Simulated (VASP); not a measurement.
# CdSe (F-43m) in VASP: further runs

Aim: see how the results for CdSe move with the level of theory and the settings. Levels: PBE, PBEsol. Tasks: single point, relaxation of cell and atoms.

Program: VASP 6.6.1. These are calculated values, not measurements. Logs are shortened: lines on timing, memory, paths and dates and some standing lists are left out, and cuts for length are marked.

**1. The structure**

Symmetry: F-43m, No. 216, cubic system. The conventional cell has a = 6.197 Å, b = 6.197 Å, c = 6.197 Å, α = 90.00°, β = 90.00°, γ = 90.00°. Cd (site symmetry -43m) is surrounded by 4 Se at 2.68 Å. Around Se (site symmetry -43m) lie 4 Cd at 2.68 Å.

Measurements of this composition are mostly on another form, of space group No. 186.

**2. Single point, PBE**

The input, INCAR:

```
SYSTEM = CdSe
ALGO = Fast
EDIFF = 1E-6
ENCUT = 520
GGA = PE
ISIF = 2
ISMEAR = -1
LASPH = .TRUE.
LCHARG = .TRUE.
LELF = .TRUE.
LREAL = .FALSE.
LVHAR = .TRUE.
LWAVE = .FALSE.
NBANDS = 16
NELM = 100
PREC = Accurate
SIGMA = 0.02
```

The input, KPOINTS:

```
k-points
0
G
  6 6 6
  0 0 0
```

The input, POSCAR:

```
CdSe
1.0
    0.0000000000      3.0986163506      3.0986163506
    3.0986163506      0.0000000000      3.0986163506
    3.0986163506      3.0986163506      0.0000000000
Cd Se
1 1
Direct
    0.0000000000      0.0000000000      0.0000000000
    0.7500000000      0.7500000000      0.7500000000
```

Potentials or basis: VASP PAW PBE potentials, release 64 (Cd, Se).

Launch:

```console
$ cat potpaw_PBE.64/Cd/POTCAR potpaw_PBE.64/Se/POTCAR > POTCAR
$ mpirun -np 1 vasp_std > vasp.out
```

OUTCAR:

```text
SYSTEM = CdSe
   EDIFF = 1E-6
   ENCUT = 520
   GGA = PE
   ISIF = 2
   ISMEAR = -1
   LASPH = .TRUE.
   LREAL = .FALSE.
   NELM = 100
   PREC = Accurate

 ion  position               nearest neighbor table
   1  0.000  0.000  0.000-   2 2.68   2 2.68   2 2.68   2 2.68
   2  0.750  0.750  0.750-   1 2.68   1 2.68   1 2.68   1 2.68

  LATTYP: Found a face centered cubic cell.
 ALAT       =     6.1972327012

  Lattice vectors:

 A1 = (   0.0000000000,   3.0986163506,   3.0986163506)
 A2 = (   3.0986163506,   0.0000000000,   3.0986163506)
 A3 = (   3.0986163506,   3.0986163506,   0.0000000000)

Analysis of symmetry for initial positions (statically):
=====================================================================
 Subroutine PRICEL returns:
 Original cell was already a primitive cell.

 Routine SETGRP: Setting up the symmetry group for a
 face centered cubic supercell.

 Subroutine GETGRP returns: Found 24 space group operations
 (whereof 24 operations were pure point group operations)
 out of a pool of 48 trial point group operations.

The static configuration has the point symmetry T_d .

Analysis of symmetry for dynamics (positions and initial velocities):
=====================================================================
 Subroutine PRICEL returns:
 Original cell was already a primitive cell.

 Routine SETGRP: Setting up the symmetry group for a
 face centered cubic supercell.

 Subroutine GETGRP returns: Found 24 space group operations
 (whereof 24 operations were pure point group operations)
 out of a pool of 48 trial point group operations.

The dynamic configuration has the point symmetry T_d .

 Subroutine INISYM returns: Found 24 space group operations
 (whereof 24 operations are pure point group operations),
 and found     1 'primitive' translations

----------------------------------------------------------------------------------------

                                     Primitive cell

  volume of cell :      59.5023

  direct lattice vectors                    reciprocal lattice vectors
     0.000000000  3.098616351  3.098616351    -0.161362345  0.161362345  0.161362345
     3.098616351  0.000000000  3.098616351     0.161362345 -0.161362345  0.161362345
     3.098616351  3.098616351  0.000000000     0.161362345  0.161362345 -0.161362345

  length of vectors
     4.382105268  4.382105268  4.382105268     0.279487780  0.279487780  0.279487780

  position of ions in fractional coordinates (direct lattice)
     0.000000000  0.000000000  0.000000000
     0.750000000  0.750000000  0.750000000

  ion indices of the primitive-cell ions
   primitive index   ion index
                 1           1
                 2           2

----------------------------------------------------------------------------------------

 KPOINTS: k-points

Automatic generation of k-mesh.
 Grid dimensions read from file:
 generate k-points for:    6    6    6

 Generating k-lattice:

  Cartesian coordinates                     Fractional coordinates (reciprocal lattice)
    -0.026893724  0.026893724  0.026893724     0.166666667  0.000000000  0.000000000
     0.026893724 -0.026893724  0.026893724     0.000000000  0.166666667  0.000000000
     0.026893724  0.026893724 -0.026893724     0.000000000  0.000000000  0.166666667

  Length of vectors
     0.046581297  0.046581297  0.046581297

  Shift w.r.t. Gamma in fractional coordinates (k-lattice)
     0.000000000  0.000000000  0.000000000

 Subroutine IBZKPT returns following result:
 ===========================================

 Found     16 irreducible k-points:

 Following reciprocal coordinates:
            Coordinates               Weight
  0.000000  0.000000  0.000000      1.000000
  0.166667  0.000000  0.000000      8.000000
  0.333333  0.000000  0.000000      8.000000
  0.500000  0.000000  0.000000      4.000000
  0.166667  0.166667  0.000000      6.000000
  0.333333  0.166667  0.000000     24.000000
[... 8 lines left out ...]
 -0.333333  0.333333  0.166667     24.000000
 -0.333333  0.500000  0.166667     12.000000
   k-points           NKPTS =     16   k-points in BZ     NKDIM =     16   number of bands    NBANDS=     16
   number of dos      NEDOS =    301   number of ions     NIONS =      2
   total plane-waves  NPLWV =  46656
   dimension x,y,z NGX =    36 NGY =   36 NGZ =   36
   dimension x,y,z NGXF=    72 NGYF=   72 NGZF=   72
   ions per type =               1   1
   NGX,Y,Z   is equivalent  to a cutoff of  13.66, 13.66, 13.66 a.u.
   NGXF,Y,Z  is equivalent  to a cutoff of  27.31, 27.31, 27.31 a.u.
 SYSTEM =  CdSe
   PREC   = accura    normal or accurate (medium, high low for compatibility)
   ISTART =      0    job   : 0-new  1-cont  2-samecut
   ICHARG =      2    charge: 1-file 2-atom 10-const
   ISPIN  =      1    spin polarized calculation?
   LNONCOLLINEAR =      F non collinear calculations
   LSORBIT =      F    spin-orbit coupling
   LASPH  =      T    aspherical Exc in radial PAW
   ENCUT  =  520.0 eV  38.22 Ry    6.18 a.u.   8.15  8.15  8.15*2*pi/ulx,y,z
   NELM   =    100;   NELMIN=  2; NELMDL= -5     # of ELM steps
   EDIFF  = 0.1E-05   stopping-criterion for ELM
   LREAL  =      F    real-space projection
   EDIFFG = 0.1E-04   stopping-criterion for IOM
   NSW    =      0    number of steps for IOM
   IBRION =     -1    ionic relax: 0-MD 1-quasi-New 2-CG
   NFREE  =      0    steps in history (QN), initial steepest desc. (CG)
   ISIF   =      2    stress and relaxation
   ISYM   =      2    0-nonsym 1-usesym 2-fastsym
   POTIM  = 0.5000    time-step for ionic-motion
   TEBEG  =    0.0;   TEEND  =   0.0 temperature during run
   PSTRESS=    0.0 pullay stress
   NELECT =      18.0000    total number of electrons
   NUPDOWN=      -1.0000    fix difference up-down
   EMIN   =  10.00;   EMAX   =-10.00  energy-range for DOS
   EFERMI =   0.00;   METHOD = LEGACY
   ISMEAR =    -1;   SIGMA  =   0.02  broadening in eV -4-tet -1-fermi 0-gaus
   EFERMI_NEDOS =   21; number of points for ismear=-14 and -15
   IALGO  =     68    algorithm
   IMIX   =      4    mixing-type and parameters
     AMIX     =   0.40;   BMIX     =  1.00
     AMIX_MAG =   1.60;   BMIX_MAG =  1.00
  volume/ion in A,a.u.               =      29.75       200.77
  Fermi-wavevector in a.u.,A,eV,Ry     =   1.098975  2.076762 16.432386  1.207746
  Thomas-Fermi vector in A             =   2.235362
   LORBIT       =      0    0 simple, 1 ext, 2 COOP (PROOUT), +10 PAW based schemes
   GGA     = PE    functional components
   LHFCALC =     F    Hartree Fock is set to
   AEXX    =    0.0000 exact exchange contribution
   IVDW    =     0    specifies the selected vdW correction
   LEPSILON=     F    determine dielectric tensor
   LRPA    =     F    only Hartree local field effects (RPA)
 non-spin polarized calculation
 RMM-DIIS sequential band-by-band and
  energy-cutoff  :      520.00
  volume of cell :       59.50
 maximum number of plane-waves:      1639
 NGX is ok and might be reduce to    36
   NGX = 17   NGY = 17   NGZ = 17

 number of electron      18.0000000 magnetization

 Free energy of the ion-electron system (eV)
  ---------------------------------------------------
  ext. energy  EPLUGINS =         0.00000000
  ---------------------------------------------------
  free energy    TOTEN  =        -5.49551570 eV

  energy without entropy =       -5.49551566  energy(sigma->0) =       -5.49551568

 E-fermi :   0.7716     XC(G=0):  -8.6309

 val. band max:        0.5154479730   @ k =   0.0000   0.0000   0.0000
 cond. band min:       1.0056663550   @ k =   0.0000   0.0000   0.0000
 fundamental gap:      0.4902183820
 Fermi energy:         0.7715554006

 k-point     1 :       0.0000    0.0000    0.0000
  band No.  band energies     occupation
      1     -11.7781      2.00000
      2      -7.2501      2.00000
      3      -7.2501      2.00000
      4      -7.2501      2.00000
      5      -6.9333      2.00000
      6      -6.9333      2.00000
[... 8 lines left out ...]
     15      11.4830      0.00000
     16      11.4830      0.00000

 k-point     2 :       0.1667    0.0000    0.0000
  band No.  band energies     occupation
      1     -11.6978      2.00000
      2      -7.2255      2.00000
      3      -7.2255      2.00000
      4      -7.1684      2.00000
      5      -6.9338      2.00000
      6      -6.9338      2.00000
[... 8 lines left out ...]
     15      10.5694      0.00000
     16      10.8937      0.00000

 k-point     3 :       0.3333    0.0000    0.0000
  band No.  band energies     occupation
      1     -11.5350      2.00000
      2      -7.1846      2.00000
      3      -7.1846      2.00000
      4      -6.9246      2.00000
      5      -6.9246      2.00000
      6      -6.9047      2.00000
[... 8 lines left out ...]
     15      10.9640      0.00000
     16      10.9640      0.00000

 k-point     4 :       0.5000    0.0000    0.0000
  band No.  band energies     occupation
      1     -11.4530      2.00000
      2      -7.1698      2.00000
      3      -7.1698      2.00000
      4      -6.9133      2.00000
      5      -6.9133      2.00000
      6      -6.6784      2.00000
[... 8 lines left out ...]
     15      12.4680      0.00000
     16      12.4680      0.00000
[... 172 lines left out ...]
 k-point    14 :       0.5000    0.3333    0.1667
  band No.  band energies     occupation
      1     -11.4297      2.00000
      2      -7.1255      2.00000
      3      -7.1171      2.00000
      4      -6.9870      2.00000
      5      -6.9105      2.00000
      6      -6.7188      2.00000
[... 8 lines left out ...]
     15      12.3978      0.00000
     16      13.3603      0.00000

 k-point    15 :      -0.3333    0.3333    0.1667
  band No.  band energies     occupation
      1     -11.3768      2.00000
      2      -7.1188      2.00000
      3      -7.0957      2.00000
      4      -6.9589      2.00000
      5      -6.9229      2.00000
      6      -6.5639      2.00000
[... 8 lines left out ...]
     15      12.2140      0.00000
     16      13.2697      0.00000

 k-point    16 :      -0.3333    0.5000    0.1667
  band No.  band energies     occupation
      1     -11.3510      2.00000
      2      -7.0862      2.00000
      3      -7.0756      2.00000
      4      -6.9855      2.00000
      5      -6.9091      2.00000
      6      -6.5424      2.00000
[... 8 lines left out ...]
     15      13.1297      0.00000
     16      13.2614      0.00000

------------------------ aborting loop because EDIFF is reached ----------------------------------------

  FORCE on cell =-STRESS in cart. coord.  units (eV):
  Direction    XX          YY          ZZ          XY          YZ          ZX
  --------------------------------------------------------------------------------------
  -------------------------------------------------------------------------------------
  Total        0.0847057      0.0847057      0.0847057      0.0000000      0.0000000     -0.0000000
  in kB        2.2808130      2.2808130      2.2808130      0.0000000      0.0000000     -0.0000000
  external PRESSURE =       2.2808130 kB  Pullay stress =       0.0000000 kB

 VOLUME and BASIS-vectors are now :
 -----------------------------------------------------------------------------
  energy-cutoff  :      520.00
  volume of cell :       59.50
      direct lattice vectors                 reciprocal lattice vectors
     0.000000000  3.098616351  3.098616351    -0.161362345  0.161362345  0.161362345
     3.098616351  0.000000000  3.098616351     0.161362345 -0.161362345  0.161362345
     3.098616351  3.098616351  0.000000000     0.161362345  0.161362345 -0.161362345

 POSITION                                       TOTAL-FORCE (eV/Angst)
 -----------------------------------------------------------------------------------
      0.00000      0.00000      0.00000        -0.000000     -0.000000     -0.000000
      4.64792      4.64792      4.64792         0.000000      0.000000      0.000000
 -----------------------------------------------------------------------------------
    total drift:                                0.000000      0.000000      0.000000

  FREE ENERGIE OF THE ION-ELECTRON SYSTEM (eV)
  ---------------------------------------------------
  free  energy   TOTEN  =        -5.4955157038 eV

  energy  without entropy=       -5.4955156633  energy(sigma->0) =       -5.49551568
```

Wall time 17 s (1 thread of Intel Xeon Platinum 8259CL at 2.50GHz (Skylake/Cascade Lake), shared host); peak memory 0.2 GiB.

Results:

```
Free energy            : -5.4955 eV
Pressure               : 0.2 GPa
Band gap on the k mesh : 0.49 eV, direct
```

**3. Relaxation of cell and atoms, PBE**

This run uses another cell than the first one, of 28.94 Å³/atom, 0.973 times its volume.

The input, INCAR:

```
SYSTEM = CdSe
ALGO = Normal ; EDIFF = 1E-7
EDIFFG = -0.005 ; ENCUT = 600
GGA = PE ; IBRION = 2
ISIF = 3 ; ISMEAR = -1
LASPH = .True. ; LCHARG = .False.
LREAL = .False. ; LWAVE = .False.
NELM = 80 ; NSW = 80
PREC = Accurate ; SIGMA = 0.02
```

The input, KPOINTS:

```
k-points
0
Gamma
  6 6 6
  0 0 0
```

The input, POSCAR:

```
CdSe
1.0
    0.0000000000      3.0702711986      3.0702711986
    3.0702711986      0.0000000000      3.0702711986
    3.0702711986      3.0702711986      0.0000000000
Cd Se
1 1
Direct
    0.0000000000      0.0000000000      0.0000000000
    0.7500000000      0.7500000000      0.7500000000
```

Potentials or basis: VASP PAW PBE potentials, release 64 (Cd, Se).

Launch:

```console
$ cat potpaw_PBE.64/Cd/POTCAR potpaw_PBE.64/Se/POTCAR > POTCAR
$ mpirun -np 1 vasp_std > vasp.out
```

Run time: 35 s. Hardware: 1 thread of Intel Xeon Platinum 8259CL at 2.50GHz (Skylake/Cascade Lake), shared host; peak memory 0.22 GiB.

The run converged. Its results:

```
Free energy                            : -5.4949 eV
Relaxed volume                         : 29.88 Å³/atom
Relaxed cell                           : a = 4.388 Å, b = 4.388 Å, c = 4.388 Å, α = 60.00°, β = 60.00°, γ = 60.00°
Space group after relaxing (to 0.05 Å) : F-43m (No. 216)
Energy gained by relaxing              : 4.3 meV/atom
Ionic steps                            : 3
Pressure after relaxing                : 0.0 GPa
Band gap on the k mesh                 : 0.48 eV, direct
```

Step by step:
| step | energy change (eV) | largest force (eV/Å) | pressure (GPa) | volume (Å³) |
| --- | --- | --- | --- | --- |
| 1 | 0.0000 | 0.0000 | 1.53 | 57.88 |
| 2 | -0.0081 | 0.0000 | -0.35 | 60.23 |
| 3 | -0.0087 | 0.0000 | 0.00 | 59.75 |

Final structure:
```
CELL_PARAMETERS angstrom
0.00000 3.10295 3.10295
3.10295 0.00000 3.10295
3.10295 3.10295 0.00000
ATOMIC_POSITIONS crystal
Cd 0.00000 0.00000 0.00000
Se 0.75000 0.75000 0.75000
```

Levels at points of the mesh, in eV from the valence-band top:
```csv
k point,band 6,band 7,band 8,band 9,band 10,band 11,band 12,band 13
"(0.00, 0.00, 0.00)",-7.44,0.00,0.00,0.00,0.48,5.92,5.92,5.92
"(0.50, 0.00, 0.00)",-7.19,-4.05,-0.67,-0.67,2.31,6.42,6.42,7.24
"(0.50, 0.50, 0.00)",-7.13,-3.82,-1.66,-1.66,3.24,3.68,8.84,9.86
```

Expect the measured gap to be larger: semilocal functionals such as PBE lack the derivative discontinuity.

**4. Single point, PBEsol**

This run uses another cell than the first one, of 28.13 Å³/atom, 0.945 times its volume.

The input, INCAR:

```
PREC = Accurate ; ENCUT = 520
EDIFF = 1E-6 ; ISMEAR = -1
SIGMA = 0.02 ; LREAL = False
LASPH = True ; NELM = 60
ALGO = Normal ; ISIF = 2
LWAVE = False ; LCHARG = False
GGA = PS ; NBANDS = 16
```

The input, KPOINTS:

```
Automatic mesh
0
Gamma
  6 6 6
```

The input, POSCAR:

```
CdSe
1.0
    0.0000000000      3.0411501084      3.0411501084
    3.0411501084      0.0000000000      3.0411501084
    3.0411501084      3.0411501084      0.0000000000
Cd Se
1 1
Direct
    0.0000000000      0.0000000000      0.0000000000
    0.7500000000      0.7500000000      0.7500000000
```

Launch:

```console
$ cat potpaw_PBE.64/Cd/POTCAR potpaw_PBE.64/Se/POTCAR > POTCAR
$ mpirun -np 1 vasp_std > vasp.out
```

It took 9.8 s on 1 thread of Intel Xeon Platinum 8259CL at 2.50GHz (Skylake/Cascade Lake), shared host; peak memory 0.18 GiB.

It converged, with:

* Free energy: -6.1725 eV
* Pressure: 0.3 GPa
* Band gap on the k mesh: 0.48 eV, direct

Levels at points of the mesh, in eV from the valence-band top:
```csv
k point,band 5,band 6,band 7,band 8,band 9,band 10,band 11,band 12,band 13,band 14
"(0.00, 0.00, 0.00)",-7.54,-7.54,0.00,0.00,0.00,0.48,5.85,5.85,5.85,9.59
"(0.50, 0.00, 0.00)",-7.51,-7.24,-4.45,-0.76,-0.76,2.29,6.36,6.36,7.28,9.87
"(0.50, 0.50, 0.00)",-7.48,-7.18,-4.13,-1.88,-1.88,3.00,3.67,8.98,10.13,10.13
```

Caveat: the PAW data sets were made with another functional, which shifts forces and pressure a little.

(Part 1 of 2 ends here.)
